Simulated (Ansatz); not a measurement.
Crystal: TiO2 (Anatase).

```xyz
6
Lattice="-1.8921 1.8921 4.7573 1.8921 -1.8921 4.7573 1.8921 1.8921 -4.7573" Properties=species:S:1:pos:R:3 pbc="T T T"
Ti    0.0000    1.8921    2.3786
Ti    0.0000    0.0000    0.0000
O     0.0000    0.0000    7.5346
O     0.0000    1.8921    0.3987
O     0.0000    1.8921    4.3586
O     0.0000    0.0000    1.9800
```

```yaml
Program: Ansatz 0.2.0
Task: relaxation of cell and atoms
Functional: PBE
Potentials_or_basis: SPMS NC
Cutoff: "1034 eV (not typed: the program's choice for these potentials)"
k_mesh: 10 × 10 × 10
Occupations: fermi-dirac, width 0.05 eV
Spin: no spin polarisation
```

At the start: volume 11.35 Å³/atom.

**Question.** Where does the relaxation end?

**Answer.** It ends after 9 steps and the volume is 11.66 Å³/atom (+2.7 %); space group I4_1/amd (No. 141, to 0.05 Å).

The path:
```
step  energy change (eV)  largest force (eV/Å)  volume (Å³)
   1              0.0000                0.0902        68.13
   2             -0.0207                0.0282        69.31
   3             -0.0223                0.0054        69.87
   4             -0.0226                0.0043        69.89
   5             -0.0287                0.0048        69.89
   6             -0.0286                0.0041        69.98
   7             -0.0288                0.0041        69.98
   8             -0.0288                0.0001        69.98
   9             -0.0288                0.0001        69.98
```

Final structure:
```
Ti O
1.0
    -1.89880    1.89880    4.85245
     1.89880   -1.89880    4.85245
     1.89880    1.89880   -4.85245
Ti O
2 4
Direct
  0.75000 0.25000 0.50000
  0.00000 0.00000 0.00000
  0.79368 0.79368 0.00000
  0.54368 0.04368 0.50000
  0.95632 0.45632 0.50000
  0.20632 0.20632 0.00000
```

Caveat: the plane-wave basis is chosen anew once the cell has moved, so the energies of steps on either side of that aren't comparable; the pressure holds a Pulay correction of +0.4 GPa for the finite cutoff.
